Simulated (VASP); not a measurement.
## GaP (F-43m) under biaxial strain in the (111) plane

Wanted: the response of GaP to biaxial strain in the (111) plane, as a table, with a fit that predicts a row left out.

Main program and level: VASP 6.6.1; LDA; plane waves and PAW (Ga_d, P), in the first sound run; inputs show where later runs differ.

## Step 1: Set-up

It takes space group F-43m (No. 216, cubic). Conventional cell: a = 5.451 Å, b = 5.451 Å, c = 5.451 Å, α = 90.00°, β = 90.00°, γ = 90.00°. Nearest to Ga lie 4 P at 2.36 Å. Nearest to P lie 4 Ga at 2.36 Å. Farther neighbours are not listed.

Coordinates:

```
Ga P
1.0
     0.00000    2.72550    2.72550
     2.72550    0.00000    2.72550
     2.72550    2.72550    0.00000
Ga P
1 1
Direct
  0.00000 0.00000 0.00000
  0.25000 0.25000 0.25000
```

## Step 2: Relax the crystal, LDA

The series starts from the cell that this level prefers, so that zero strain is near zero stress.

This step took 2 runs in a row; the last is shown.

Level: LDA; plane waves and PAW (Ga_d, P).

File INCAR:

```
SYSTEM = GaP
PREC = Accurate
ENCUT = 450
EDIFF = 1E-07
NELM = 120
ISMEAR = 0
SIGMA = 0.02
LREAL = .FALSE.
ALGO = Normal
GGA = CA
NBANDS = 15
LASPH = .TRUE.
LORBIT = 11
LWAVE = .FALSE.
LCHARG = .FALSE.
KPAR = 8
IBRION = 2
NSW = 40
ISIF = 3
EDIFFG = -0.005
POTIM = 0.4
```

File POSCAR:

```
GaP
1.0
    0.0000000000      2.6961434028      2.6961434028
    2.6961434028      0.0000000000      2.6961434028
    2.6961434028      2.6961434028      0.0000000000
Ga P
1 1
Direct
    0.0000000000      0.0000000000      0.0000000000
    0.2500000000      0.2500000000      0.2500000000
```

File KPOINTS:

```
Automatic mesh
0
Gamma
10 10 10
0 0 0
```

Potentials, in the order of the species: Ga_d and P (LDA family, release 64).

Command:

```console
$ mpirun -np 8 vasp_std
```

Log:

```text
[banner, memory and clock lines left out]
running    8 mpi-ranks, on    1 nodes
[...]
|                                                                             |
|           W    W    AA    RRRRR   N    N  II  N    N   GGGG   !!!           |
|           W    W   A  A   R    R  NN   N  II  NN   N  G    G  !!!           |
|           W    W  A    A  R    R  N N  N  II  N N  N  G       !!!           |
|           W WW W  AAAAAA  RRRRR   N  N N  II  N  N N  G  GGG   !            |
|           WW  WW  A    A  R   R   N   NN  II  N   NN  G    G                |
|           W    W  A    A  R    R  N    N  II  N    N   GGGG   !!!           |
|                                                                             |
|     For optimal performance we recommend to set                             |
|       NCORE = 2 up to number-of-cores-per-socket                            |
|     NCORE specifies how many cores store one orbital (NPAR=cpu/NCORE).      |
|     This setting can greatly improve the performance of VASP for DFT.       |
[...]
|     Unfortunately you need to use the default for GW and RPA                |
|     calculations (for HF NCORE is supported but not extensively tested      |
|     yet).                                                                   |
|                                                                             |

 LDA part: xc-table for (Slater(with rela. corr.)+CA(PZ))
 , standard interpolation
 POSCAR, INCAR and KPOINTS ok, starting setup
[...]
entering main loop
       N       E                     dE             d eps       ncg     rms          rms(c)
DAV:   1     0.786215806691E+02    0.78622E+02   -0.84974E+03  1418   0.160E+03
DAV:   2    -0.460074842189E+01   -0.83222E+02   -0.79840E+02  1592   0.311E+02
DAV:   3    -0.106835581129E+02   -0.60828E+01   -0.60583E+01  1809   0.682E+01
DAV:   4    -0.107835864637E+02   -0.10003E+00   -0.10000E+00  1678   0.948E+00
[...]
DAV:  11    -0.104526466005E+02   -0.60948E-05   -0.89448E-06  1772   0.444E-02    0.752E-03
DAV:  12    -0.104526463944E+02    0.20609E-06   -0.51934E-07  1747   0.794E-03    0.506E-03
DAV:  13    -0.104526463696E+02    0.24780E-07   -0.21150E-07  1633   0.470E-03
   1 F= -.10452646E+02 E0= -.10452646E+02  d E =-.104526E+02
[...]
reached required accuracy - stopping structural energy minimisation
```

Wall time 2.8 s (8 MPI ranks of Intel Xeon 6975P-C (Granite Rapids), shared host); peak memory 1.2 GiB; 16 s of CPU time.

The logs omit lines about the potential files and the build; timing stands in the text.

Parts of OUTCAR (step 2):

```text
  Total       -0.0013629     -0.0013629     -0.0013629      0.0000000      0.0000000      0.0000000
  in kB       -0.0557088     -0.0557088     -0.0557088      0.0000000      0.0000000      0.0000000
  external PRESSURE =      -0.0557088 kB  Pullay stress =       0.0000000 kB

 POSITION                                       TOTAL-FORCE (eV/Angst)
 -----------------------------------------------------------------------------------
      0.00000      0.00000      0.00000        -0.000000      0.000000      0.000000
      1.34807      1.34807      1.34807         0.000000     -0.000000     -0.000000
 -----------------------------------------------------------------------------------
    total drift:                                0.000000      0.000000      0.000000

  FREE ENERGIE OF THE ION-ELECTRON SYSTEM (eV)
  ---------------------------------------------------
  free  energy   TOTEN  =       -10.4526463696 eV

  energy  without entropy=      -10.4526463696  energy(sigma->0) =      -10.45264637

 reached required accuracy - stopping structural energy minimisation

[... 3 further parts left out ...]
[key lines of the parts left out:]
E-fermi :   4.9467
```

Numbers from this step:

| Property | Result |
| --- | --- |
| energy(sigma→0) of the program | -10.4526 eV |
| stress, compression positive | -0.01 along [111], -0.01 across it (mean), GPa |
| volume | 39.198 Å³ |
| ionic steps | 1 |

## Step 3: Strain along the normal, LDA

One member in full: the plane is strained by 1.5 %, and the strain along the normal is moved by secant steps until the normal stress is under 0.012 GPa or five steps are spent; the atoms relax at each step.

Level: LDA; plane waves and PAW (Ga_d, P); cell typed or built by script.

INCAR: that of step 2 with these lines changed.

```diff
@@ -15,7 +15,7 @@
 LCHARG = .FALSE.
-KPAR = 8
-IBRION = 2
-NSW = 40
-ISIF = 3
-EDIFFG = -0.005
-POTIM = 0.4
+KPAR = 2
+IBRION = 1
+NSW = 25
+ISIF = 2
+EDIFFG = -0.004
+POTIM = 0.3
```

File POSCAR:

```
GaP
1.0
   -0.0390940790      2.6974914750      2.6974914750
    2.6974914750     -0.0390940790      2.6974914750
    2.6974914750      2.6974914750     -0.0390940790
Ga P
1 1
Direct
    0.0000000000      0.0000000000      0.0000000000
    0.2500000000      0.2500000000      0.2500000000
```

KPOINTS is that of step 2.

Command:

```console
$ mpirun -np 2 vasp_std
```

Log:

```text
[banner, memory and clock lines left out]
running    2 mpi-ranks, on    1 nodes
[...]
LDA part: xc-table for (Slater(with rela. corr.)+CA(PZ))
 , standard interpolation
 POSCAR, INCAR and KPOINTS ok, starting setup
[...]
entering main loop
       N       E                     dE             d eps       ncg     rms          rms(c)
DAV:   1     0.752668018041E+02    0.75267E+02   -0.85019E+03  3623   0.159E+03
DAV:   2    -0.484293022255E+01   -0.80110E+02   -0.76579E+02  3928   0.299E+02
DAV:   3    -0.106657919456E+02   -0.58229E+01   -0.58029E+01  4222   0.663E+01
DAV:   4    -0.107621547057E+02   -0.96363E-01   -0.96336E-01  4480   0.935E+00
[...]
DAV:  11    -0.104402299679E+02   -0.62466E-05   -0.86269E-06  4439   0.434E-02    0.723E-03
DAV:  12    -0.104402297574E+02    0.21053E-06   -0.63601E-07  4352   0.816E-03    0.437E-03
DAV:  13    -0.104402297553E+02    0.21032E-08   -0.14363E-07  3300   0.360E-03
   1 F= -.10440230E+02 E0= -.10440230E+02  d E =-.104402E+02
 BRION: g(F)=  0.223E-02 g(S)=  0.000E+00
[...]
DAV:   3    -0.104417630371E+02   -0.35425E-05   -0.93906E-05  5247   0.837E-02    0.130E-02
DAV:   4    -0.104417606413E+02    0.23957E-05   -0.79766E-06  4314   0.336E-02    0.230E-03
DAV:   5    -0.104417607135E+02   -0.72215E-07   -0.19233E-06  3977   0.108E-02    0.282E-03
DAV:   6    -0.104417606553E+02    0.58249E-07   -0.76678E-08  3105   0.273E-03
   2 F= -.10441761E+02 E0= -.10441761E+02  d E =-.153090E-02
 BRION: g(F)=  0.323E-03 g(S)=  0.000E+00 retain N=  1 mean eig= 1.61
 eig:   1.615
[...]
N       E                     dE             d eps       ncg     rms          rms(c)
DAV:   1    -0.104419063199E+02   -0.14561E-03   -0.52520E-02  3858   0.165E+00    0.307E-02
DAV:   2    -0.104420273293E+02   -0.12101E-03   -0.12514E-03  4307   0.300E-01    0.128E-02
DAV:   3    -0.104420287117E+02   -0.13824E-05   -0.35683E-05  5205   0.513E-02    0.783E-03
DAV:   4    -0.104420278217E+02    0.88998E-06   -0.29699E-06  4338   0.207E-02    0.141E-03
DAV:   5    -0.104420278486E+02   -0.26954E-07   -0.70814E-07  3956   0.659E-03
   3 F= -.10442028E+02 E0= -.10442028E+02  d E =-.267193E-03
 BRION: g(F)=  0.335E-06 g(S)=  0.000E+00 retain N=  1 mean eig= 1.67
 eig:   1.669
 reached required accuracy - stopping structural energy minimisation
```

Wall time 24 s (2 MPI ranks); peak memory 0.33 GiB; 45 s of CPU time.

OUTCAR, selected parts (step 3):

```text
  Total       -0.4950864     -0.4950864     -0.4950864      0.2466415      0.2466415      0.2466415
  in kB      -19.7761617    -19.7761617    -19.7761617      9.8520632      9.8520632      9.8520632
  external PRESSURE =     -19.7761617 kB  Pullay stress =       0.0000000 kB

 POSITION                                       TOTAL-FORCE (eV/Angst)
 -----------------------------------------------------------------------------------
     -0.00529     -0.00529     -0.00529        -0.001390     -0.001390     -0.001390
      1.34426      1.34426      1.34426         0.001390      0.001390      0.001390
 -----------------------------------------------------------------------------------
    total drift:                                0.000242      0.000242      0.000242

  FREE ENERGIE OF THE ION-ELECTRON SYSTEM (eV)
  ---------------------------------------------------
  free  energy   TOTEN  =       -10.4420278486 eV

  energy  without entropy=      -10.4420278486  energy(sigma->0) =      -10.44202785

[... 1 part as in an earlier step ...]

[... 3 further parts left out ...]
[key lines of the parts left out:]
E-fermi :   4.8318
```

This run gave:

```
energy(sigma→0) of the program : -10.4420 eV
stress, compression positive   : -0.01 along [111], -2.96 across it (mean), GPa
ionic steps                    : 3
```

## Step 4: Band edges, TB-mBJ with spin-orbit coupling

Short lines in KPOINTS_OPT sample the zone centre along and across the normal of the plane, for masses, and the other valleys.

Level: TB-mBJ, spin-orbit coupling; plane waves and PAW (Ga_d, P); cell typed or built by script.

TB-mBJ has no energy functional, so the total energy, stress and pressure in this output mean nothing.

File INCAR:

```
SYSTEM = GaP
PREC = Accurate
ENCUT = 450
EDIFF = 1E-06
NELM = 150
ISMEAR = 0
SIGMA = 0.02
LREAL = .FALSE.
ALGO = Normal
METAGGA = MBJ
LASPH = .TRUE.
LNONCOLLINEAR = .TRUE.
MAGMOM = 0 0 0 0 0 0
NBANDS = 28
GGA_COMPAT = .FALSE.
LSORBIT = .TRUE.
LWAVE = .FALSE.
LCHARG = .FALSE.
KPAR = 2
```

File POSCAR:

```
GaP
1.0
   -0.0390940790      2.6974914750      2.6974914750
    2.6974914750     -0.0390940790      2.6974914750
    2.6974914750      2.6974914750     -0.0390940790
Ga P
1 1
Direct
    0.9990121580      0.9990121580      0.9990121580
    0.2509878420      0.2509878420      0.2509878420
```

File KPOINTS:

```
Automatic mesh
0
Gamma
8 8 8
0 0 0
```

File KPOINTS_OPT:

```
Line mode
6
Line-mode
Reciprocal
  0.00000000   0.00000000   0.00000000
  0.02460714   0.02460714   0.02460714

  0.00000000   0.00000000   0.00000000
 -0.01539870   0.01539870   0.00000000

  0.31000000   0.31000000   0.00000000
  0.50000000   0.50000000   0.00000000

  0.00000000   0.31000000   0.31000000
  0.00000000   0.50000000   0.50000000

  0.45000000   0.45000000   0.45000000
  0.50000000   0.50000000   0.50000000

  0.45000000   0.00000000   0.00000000
  0.50000000   0.00000000   0.00000000

  0.42500000   0.42500000   0.00000000
  0.42468890   0.44646596   0.02146596

  0.50000000   0.50000000   0.50000000
  0.48460130   0.51539870   0.50000000
```

Command:

```console
$ mpirun -np 2 vasp_ncl
```

Log:

```text
[banner, memory and clock lines left out]
running    2 mpi-ranks, on    1 nodes
[...]
|                                                                             |
|               ----> ADVICE to this user running VASP <----                  |
|                                                                             |
|     You enforced a specific xc type in the INCAR file but a different       |
|     [... a line on the potential file left out ...]
|     I HOPE YOU KNOW WHAT YOU ARE DOING!                                     |
|                                                                             |

 LDA part: xc-table for (None), standard interpolation
 POSCAR, INCAR and KPOINTS ok, starting setup
[...]
entering main loop
       N       E                     dE             d eps       ncg     rms          rms(c)
DAV:   1     0.932647517286E+02    0.93265E+02   -0.78288E+03  7096   0.172E+03
DAV:   2    -0.162402201253E+02   -0.10950E+03   -0.10422E+03  7188   0.394E+02
DAV:   3    -0.294500328173E+02   -0.13210E+02   -0.13020E+02  7916   0.109E+02
DAV:   4    -0.298552589820E+02   -0.40523E+00   -0.40403E+00  8204   0.199E+01
[...]
DAV:  35    -0.282030782036E+02    0.22986E-05   -0.22662E-11  3532   0.788E-05    0.455E-05
DAV:  36    -0.282030738176E+02    0.43861E-05   -0.18366E-11  3512   0.702E-05    0.511E-05
DAV:  37    -0.282030741010E+02   -0.28343E-06   -0.11139E-11  3512   0.383E-05
   1 F= -.28203074E+02 E0= -.28203074E+02  d E =-.582133E-29  mag=     0.0000    -0.0000     0.0000
 Start KPOINTS_OPT (optional k-point list driver)
k-point batch [1-48\48]
       N       E                     dE             ncg
DAV:   1     0.182395371899E+04   -0.17324E+05     2924
DAV:   2    -0.366327484020E+04   -0.54872E+04     2788
DAV:   3    -0.435596280615E+04   -0.69269E+03     3268
DAV:   4    -0.437702714803E+04   -0.21064E+02     3200
DAV:   5    -0.437747547746E+04   -0.44833E+00     3360
DAV:   6    -0.437749601654E+04   -0.20539E-01     4008
DAV:   7    -0.437749630442E+04   -0.28788E-03     3456
DAV:   8    -0.437749630661E+04   -0.21874E-05     2636
DAV:   9    -0.437749630691E+04   -0.30357E-06     2232
```

The job ended after 4.4 min (2 MPI ranks; peak memory 0.89 GiB).

Parts of OUTCAR (step 4):

```text
  LATTYP: Found a trigonal (rhomboedric) cell.
 ALAT       =     3.8150293397
 COS(alpha) =     0.4854562639

 Subroutine GETGRP returns: Found  6 space group operations
 (whereof  6 operations were pure point group operations)

The static configuration has the point symmetry C_3v.

 Found    120 irreducible k-points:

   k-points           NKPTS =    120   k-points in BZ     NKDIM =    120   number of bands    NBANDS=     28

   dimension x,y,z NGX =    28 NGY =   28 NGZ =   28
   dimension x,y,z NGXF=    56 NGYF=   56 NGZF=   56

   ENCUT  =  450.0 eV  33.07 Ry    5.75 a.u.   6.60  6.60  6.60*2*pi/ulx,y,z

   NELECT =      18.0000    total number of electrons

 E-fermi :   4.9580

 k-point     1 :       0.0000    0.0000    0.0000
  band No.  band energies     occupation
    ...
     14       4.6015      1.00000
     15       4.6600      1.00000
     16       4.6600      1.00000
     17       4.8075      1.00000
     18       4.8075      1.00000
     19       7.6814      0.00000
     20       7.6814      0.00000
     21       9.1426      0.00000
     22       9.1426      0.00000
     23       9.2687      0.00000
    ...

 k-point     2 :       0.1250    0.0000    0.0000
  band No.  band energies     occupation
    ...
     14       3.2432      1.00000
     15       4.4318      1.00000
     16       4.4329      1.00000
     17       4.5801      1.00000
     18       4.5826      1.00000
     19       8.1795      0.00000
     20       8.1817      0.00000
     21       9.5244      0.00000
     22       9.5383      0.00000
     23       9.7077      0.00000
    ...

  Total      -93.5842218    -93.5842218    -93.5842218      0.2730448      0.2730448      0.2730448
  in kB    -3738.2091695  -3738.2091695  -3738.2091695     10.9067365     10.9067365     10.9067365
  external PRESSURE =   -3738.2091695 kB  Pullay stress =       0.0000000 kB

 POSITION                                       TOTAL-FORCE (eV/Angst)
 -----------------------------------------------------------------------------------
      5.35060      5.35060      5.35060         0.169905      0.169905      0.169905
      1.34426      1.34426      1.34426        -0.169905     -0.169905     -0.169905
 -----------------------------------------------------------------------------------
    total drift:                                0.160338      0.160338      0.160338

  FREE ENERGIE OF THE ION-ELECTRON SYSTEM (eV)
  ---------------------------------------------------
  free  energy   TOTEN  =       -28.2030741010 eV

  energy  without entropy=      -28.2030741010  energy(sigma->0) =      -28.20307410

 Spin-Orbit-Coupling matrix elements
 Ion:    1  E_soc:     -0.0110821
 Ion:    2  E_soc:     -0.0009306

[... 1 part as in an earlier step ...]

[... 7 further parts left out ...]
```

## Step 5: Band edges, r2SCAN with spin-orbit coupling

Short lines in KPOINTS_OPT sample the zone centre along and across the normal of the plane, for masses, and the other valleys.

Level: r2SCAN, spin-orbit coupling; plane waves and PAW (Ga_d, P); cell typed or built by script.

INCAR: that of step 4 with these lines changed.

```diff
@@ -4,3 +4,3 @@
 EDIFF = 1E-06
-NELM = 150
+NELM = 100
 ISMEAR = 0
@@ -9,3 +9,3 @@
 ALGO = Normal
-METAGGA = MBJ
+METAGGA = R2SCAN
 LASPH = .TRUE.
```

POSCAR is that of step 4.

KPOINTS is that of step 4.

KPOINTS_OPT is that of step 4.

Command:

```console
$ mpirun -np 2 vasp_ncl
```

Log:

```text
[banner, memory and clock lines left out]
running    2 mpi-ranks, on    1 nodes
[...]
[... a notice as in an earlier step ...]

 LDA part: xc-table for (None), standard interpolation
 POSCAR, INCAR and KPOINTS ok, starting setup
[...]
entering main loop
       N       E                     dE             d eps       ncg     rms          rms(c)
DAV:   1    -0.521627079298E+02   -0.52163E+02   -0.81433E+03  7128   0.179E+03
DAV:   2    -0.167476466160E+03   -0.11531E+03   -0.10986E+03  7176   0.421E+02
DAV:   3    -0.181875403432E+03   -0.14399E+02   -0.14208E+02  7984   0.115E+02
DAV:   4    -0.182341947649E+03   -0.46654E+00   -0.46504E+00  8168   0.219E+01
[...]
DAV:  12    -0.180091152779E+03    0.60015E-06   -0.17576E-05  7148   0.450E-02    0.459E-03
DAV:  13    -0.180091154053E+03   -0.12735E-05   -0.11528E-06  6396   0.191E-02    0.213E-03
DAV:  14    -0.180091154605E+03   -0.55253E-06   -0.15685E-07  4212   0.428E-03
   1 F= -.18009115E+03 E0= -.18009115E+03  d E =-.745013E-13  mag=    -0.0000     0.0000    -0.0000
 Start KPOINTS_OPT (optional k-point list driver)
k-point batch [1-48\48]
       N       E                     dE             ncg
DAV:   1     0.161456069656E+04   -0.17533E+05     2916
DAV:   2    -0.398840950388E+04   -0.56030E+04     2780
DAV:   3    -0.471333014234E+04   -0.72492E+03     3300
DAV:   4    -0.473677516370E+04   -0.23445E+02     3184
DAV:   5    -0.473736881679E+04   -0.59365E+00     3472
DAV:   6    -0.473740040527E+04   -0.31588E-01     3892
DAV:   7    -0.473740087982E+04   -0.47455E-03     3596
DAV:   8    -0.473740088605E+04   -0.62276E-05     2988
DAV:   9    -0.473740088644E+04   -0.39565E-06     2188
```

Elapsed: 7 min, on 2 MPI ranks; peak memory 0.89 GiB; 14 min of CPU time.

OUTCAR, selected parts (step 5):

```text
  Total        0.1385391      0.1385391      0.1385391      0.2690470      0.2690470      0.2690470
  in kB        5.5339266      5.5339266      5.5339266     10.7470479     10.7470479     10.7470479
  external PRESSURE =       5.5339266 kB  Pullay stress =       0.0000000 kB

 POSITION                                       TOTAL-FORCE (eV/Angst)
 -----------------------------------------------------------------------------------
      5.35060      5.35060      5.35060        -0.000630     -0.000630     -0.000630
      1.34426      1.34426      1.34426         0.000630      0.000630      0.000630
 -----------------------------------------------------------------------------------
    total drift:                                0.005764      0.005764      0.005764

  FREE ENERGIE OF THE ION-ELECTRON SYSTEM (eV)
  ---------------------------------------------------
  free  energy   TOTEN  =      -180.0911546051 eV

  energy  without entropy=     -180.0911546051  energy(sigma->0) =     -180.09115461

[... 2 parts as in an earlier step ...]

[... 1 further part left out ...]
[key lines of the parts left out:]
E-fermi :   4.8394
```

Read from the output:

```
energy(sigma→0) of the program : -180.0912 eV
stress, compression positive   : 2.70 along [111], -0.52 across it (mean), GPa
```

The run ends at a pressure of 0.55 GPa, with forces up to 0.0011 eV/Å.

[end of part 1 of 2]

[Lines on the potential files, build, host, timing and source positions are cut from VASP's logs without a mark.]

[Logs are printed without paths, hosts, clocks, repeated set-up lines and the standing remarks that a program may print on its own settings, such as how far it seeks lower states.]

[Hosts, paths, dates, database ids (printed as entryN), source tags and the programs' standing remarks are cut or masked in the printed files.]

[In band tables of VASP the shares of atoms and orbitals are scaled to a sum of 1 inside the atoms' spheres.]
